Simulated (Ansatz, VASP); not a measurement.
## GaSb in two plane-wave programs

Wanted: the spread between two codes on one cell, functional and k mesh. The cell is taken from a series of runs on this material, whose earlier steps may have relaxed, scaled, displaced or heated it; both programs get it as it stands.

Calculated with Ansatz 0.2.0; plane waves, with VASP 6.6.1 beside it; zone-centre phonons at LDA.

### 1. The starting structure

Symmetry: Imm2, No. 44, orthorhombic system. Conventional cell: a = 4.149 Å, b = 4.283 Å, c = 6.129 Å, α = 90.00°, β = 90.00°, γ = 90.00°. Nearest to Ga lie 4 Sb at 2.60 to 2.62 Å. Nearest to Sb lie 4 Ga at 2.60 to 2.62 Å. Farther neighbours are not listed.

### 2. Ansatz: zone-centre phonons, LDA

Ansatz runs on its PAW soft_1 files.

Second derivatives magnify differences that forces hide, and they need a tight electronic threshold.

File input.yaml:

```yaml
crystal:
  lattice:
    - [-0.0474085515, 2.9810437037, 3.0642644584]
    - [2.9810437037, -0.0474085515, 3.0642644584]
    - [2.9336351522, 2.9336351522, 0.0]
  atoms:
    - { symbol: Ga, position: [0.0024101244, 0.0024101244, -0.0024101244] }
    - { symbol: Sb, position: [0.7475898756, 0.7475898756, 0.7524101244] }
kpoints:
  mp_grid: { grid: [12, 12, 12] }
hamiltonian:
  xc: lda
  pseudopotentials: { kind: paw, azcp: { folder: soft_1 }, xc_functional: pbe }
scf:
  occupations: { method: methfessel_paxton, width: 0.2 }
output:
  eigenvalues: true
phonons:
  method: dfpt
```

Run with:

```
> ansatz run input.yaml --threads 4 --pin off --max-ram 10240MiB --backend cpu --events-out ev --progress --plain --runs-dir out
```

Numbers of over 12 decimals in the logs are rounded to 6 here.

Log:

```text
zone centre: on kpoints.mp_grid the ground state, and the responses unless they are solved on pairs of k-points, stand on 476 of the mesh's 1728 k-points, reduced under 2 symmetry operations, with k and −k counted as one. Each operation leaves every solved displacement unchanged or reverses it
Engine: ansatz 0.2.0, x86_64-unknown-linux-gnu
Pseudopotentials: kind: paw
Pseudopotential: Ga, paw, valence charge 13, recommended cutoff 420 eV (normal), soft_1/Ga.paw.azcp
Pseudopotential: Sb, paw, valence charge 15, recommended cutoff 420 eV (normal), soft_1/Sb.paw.azcp
Functional definition: SPW92
  exchange = slater_x
  correlation = pw_c
Crystal: 2 atoms, lattice volume = 54.448 Å³
Basis set: ecut = 420 eV, 1047 PW (Γ), exchange–correlation on 60×60×60 points (8 copies of the dense FFT grid, shifted against one another)
Bands: 18, of which v1, the nominal top of the filled ones, is band 14 counted from 1 (13 counted from 0)
Symmetry: 4 space group operations
k-points: 476 of 1728 (irreducible under 2 space group operations, time reversal used)
Non-local potential: Ga, projectors of the file, l = 0: 2, l = 1: 2, l = 2: 3, l = 3: 1
Non-local potential: Sb, projectors of the file, l = 0: 2, l = 1: 2, l = 2: 2, l = 3: 1
PAW form: soft (Blöchl's): semilocal exchange-correlation on the pseudo side does not see the compensation charge
PAW frozen core: Ga, regenerated for the run's functional, and the local potential with it (the file was generated under x = pbe(κ = 0.804, μ = 0.219515), c = pbe(β = 0.066725))
PAW frozen core: Sb, regenerated for the run's functional, and the local potential with it (the file was generated under x = pbe(κ = 0.804, μ = 0.219515), c = pbe(β = 0.066725))
PAW one-centre angular grid: Ga, 590 points (default); XC on 64 Gauss nodes
PAW one-centre angular grid: Sb, 590 points (default); XC on 64 Gauss nodes
Initial density: superposition of atomic densities (chi_scale 0.1, normalization cell, long waves kept (reshape's long-wave potential 0.00 eV rms))
Initial wavefunctions: pseudopotential atomic-orbital guess
Functional: x = slater, c = lda
SCF iter   1: F=—  HF=-10043.239179 eV  |F-HF|=—  |Δ(HF+E_count)|=         —  Δρ=3.19e-2  dr2=4.64e-1  ethr=3.10e-3  ⟨swp⟩=5.5  Hψ=43365  notcnv=0
preconditioner: auto → Kerker (q_TF=auto, 2.442 Å⁻¹)  [metal: Δε(μ)=0.089 eV  Ē_g=15.027 eV  σ=0.200 eV  W_gap=0.36  n_scr=14 (ndim 8)  ℏωp=21.4 eV  f_vac=0.003  D(μ)=0.03/eV (n_scr^D=0)]
SCF iter   2: F=—  HF=-10043.171791 eV  |F-HF|=—  |Δ(HF+E_count)|=   6.74e-2  S|Δr|=    0.00e0  Δρ=2.03e-2  dr2=2.18e-1  ethr=1.66e-3  ⟨swp⟩=1.1  Hψ=12407  notcnv=0
SCF iter   3: F=—  HF=-10043.109919 eV  |F-HF|=—  |Δ(HF+E_count)|=   6.19e-2  S|Δr|=    0.00e0  Δρ=3.67e-3  dr2=1.58e-2  ethr=7.80e-4  ⟨swp⟩=2.4  Hψ=10741  notcnv=0
SCF iter   4: F=—  HF=-10043.108194 eV  |F-HF|=—  |Δ(HF+E_count)|=   1.73e-3  S|Δr|=    0.00e0  Δρ=1.80e-3  dr2=3.78e-3  ethr=5.64e-5  ⟨swp⟩=2.0  Hψ=11520  notcnv=0
SCF iter   5: F=—  HF=-10043.108512 eV  |F-HF|=—  |Δ(HF+E_count)|=   3.18e-4  S|Δr|=    0.00e0  Δρ=1.76e-3  dr2=1.22e-3  ethr=1.35e-5  ⟨swp⟩=2.0  Hψ=12854  notcnv=0
SCF iter   6: F=—  HF=-10043.107436 eV  |F-HF|=—  |Δ(HF+E_count)|=   1.08e-3  S|Δr|=    0.00e0  Δρ=3.00e-4  dr2=2.94e-5  ethr=4.34e-6  ⟨swp⟩=2.0  Hψ=12817  notcnv=0
SCF iter   7: F=—  HF=-10043.107501 eV  |F-HF|=—  |Δ(HF+E_count)|=   6.43e-5  S|Δr|=    0.00e0  Δρ=1.03e-4  dr2=4.15e-6  ethr=1.05e-7  ⟨swp⟩=2.0  Hψ=12860  notcnv=0
SCF iter   8: F=—  HF=-10043.107501 eV  |F-HF|=—  |Δ(HF+E_count)|=   5.79e-7  S|Δr|=    0.00e0  Δρ=1.86e-5  dr2=1.29e-7  ethr=1.48e-8  ⟨swp⟩=2.9  Hψ=13369  notcnv=0
SCF iter   9: F=—  HF=-10043.107502 eV  |F-HF|=—  |Δ(HF+E_count)|=   7.21e-7  S|Δr|=    0.00e0  Δρ=6.12e-6  dr2=3.06e-8  ethr=4.61e-10  ⟨swp⟩=2.0  Hψ=12624  notcnv=0
SCF iter  10: F=—  HF=-10043.107502 eV  |F-HF|=—  |Δ(HF+E_count)|=   1.28e-8  S|Δr|=    0.00e0  Δρ=1.68e-6  dr2=3.19e-9  ethr=1.09e-10  ⟨swp⟩=2.5  Hψ=12671  notcnv=0
SCF iter  11: F=—  HF=-10043.107502 eV  |F-HF|=—  |Δ(HF+E_count)|=  2.73e-10  S|Δr|=    0.00e0  Δρ=5.98e-7  dr2=3.12e-10  ethr=1.14e-11  ⟨swp⟩=2.8  Hψ=14987  notcnv=0
SCF iter  12: F=—  HF=-10043.107502 eV  |F-HF|=—  |Δ(HF+E_count)|=  4.55e-11  S|Δr|=    0.00e0  Δρ=2.16e-7  dr2=3.54e-11  ethr=1.11e-12  ⟨swp⟩=2.0  Hψ=15143  notcnv=0
SCF iter  13: F=-10043.107502 eV  HF=-10043.107502 eV  |F-HF|=1.82e-12  |Δ(HF+E_count)|=  3.64e-12  S|Δr|=    0.00e0  Δρ=6.30e-8  dr2=2.19e-12  ethr=1.00e-12  ⟨swp⟩=6.0  Hψ=39226  notcnv=0
SCF 1 converged in 13 iterations: F = -10043.107502 eV  dr2 = 2.19e-12
  greatest PAW one-centre occupation: 0.996 electrons in one spin orbital (limit 2), on the Sb atom at site 1 (counted from 0), in its partial waves of l = 2
DFPT response loops at Γ: preconditioner auto → Kerker (q_TF=auto, 2.442 Å⁻¹) (partly filled bands, converged f_vac=0.063); β = 1.00, the filter's whole step (`scf.mixing.beta` (0.50) is not read by the response loops under this deck's `scf.mixing.preconditioner`; to damp them name `kerker` or `kerker_dos`, under which they read `scf.mixing.beta`, and type it under 1.00, their step now; both keys bind the ground state too); Broyden in place of MSR1
SCF converged after 13 iterations
Stability not checked: this state was not tested for a lower state beside it, because cold or Methfessel-Paxton smearing, or corrected tetrahedra, fill the levels in a way that the test cannot read (fill_not_monotonic; see scf.lower_state_search)
Free energy (F): -10043.107502 eV
Harris-Foulkes:  -10043.107502 eV  (|F-HF|=1.82e-12)
Internal energy: -10043.107651 eV  (E = F + TS)
E sigma→0 (E₀):  -10043.107539 eV
Entropy (-TS):   0.000150 eV (0.075 meV/atom)
Fermi energy:    8.340673 eV
Step filling:    the computed levels leave a gap of 0.0391 eV = 0.2 smearing widths at the electron count; against every level under it full and every level over it empty, smearing changes F+E_penalty+E_count by +0.032 meV and its σ→0 estimate by -4.93e-3 meV
--- Per-component energies (eV) ---
  E_band       = -251.610803
  E_kinetic    = 278.257577
  E_local      = -3320.105785  (includes V_loc(G=0)·N_el)
  E_nonlocal   = 303.161833
  E_hartree    = 1703.165471
  E_xc         = -161.773920
  E_vxc        = -147.943069  (∫ρ·V_xc dr)
  E_paw        = -6311.688006  (= ΣΔE_a)
  E_vpaw       = -771.312213  (= ΣTr[D̂ρ^β])
  E_aug_tail   = -0.000086  (compensation charges beyond the density's cutoff)
  E_ewald      = -2536.412028
  E_core_change = 2.287292  (= ΣΔE_core)
  E_smearing   = 0.000150  (= −TS)
  E_closure    = 0.000000  (closes the sum)
  Σ components = -10043.107502   (vs F -10043.107502, Δ=0.00e0)
--- Band table (eV; the first three rows and the last of 476) ---
  k-point 0: bands = [... 10 lower, -3.7207, 8.0289, 8.0843, 8.3407, 8.3798, 10.7753, 11.0244, 11.0553]
  k-point 1: bands = [... 10 lower, -3.6427, 6.9398, 7.9550, 8.0228, 9.0983, 10.9653, 11.1364, 11.4007]
  k-point 2: bands = [... 10 lower, -3.4129, 5.4881, 7.6687, 7.6851, 9.1193, 11.3882, 11.4965, 12.3326]
  k-point 475: bands = [... 10 lower, -1.1672, 1.0105, 5.3644, 5.7320, 8.9669, 9.5231, 17.0519, 17.2028]
--- Phonons (Γ-DFPT): 4 representative perturbations + reference, on 476 of 1728 k-points (Σ response iterations 12) ---
  k mesh reduced under 2 symmetry operations, with k and −k counted as one. Each operation leaves every solved displacement unchanged or reverses it
  ASR residual: 4.195e-5 → 0.000e0 eV/Å²; symmetrization residual: 1.288e-5 eV/Å²
  ASR residual per site (eV/Å²): 4.20e-5 1.45e-5
  Γ frequencies (cm⁻¹): 0.00 0.00 0.00 227.19 229.37 230.51
  non-analytic LO–TO correction: not included (Born effective charges unavailable; polar crystals: no LO–TO splitting at Γ)
```

Reading the cycles: dr2 is the Hartree energy of the density residual (eV), the measure of convergence; HF is the Harris–Foulkes estimate of the energy, which meets the free energy F at convergence.

[end of part 1 of 2]

[Lines on the potential files, build, host, timing and source positions are cut from VASP's logs without a mark.]

[Logs are printed without paths, hosts, clocks, repeated set-up lines and the standing remarks that a program may print on its own settings, such as how far it seeks lower states.]

[Hosts, paths, dates, database ids (printed as entryN), source tags and the programs' standing remarks are cut or masked in the printed files.]
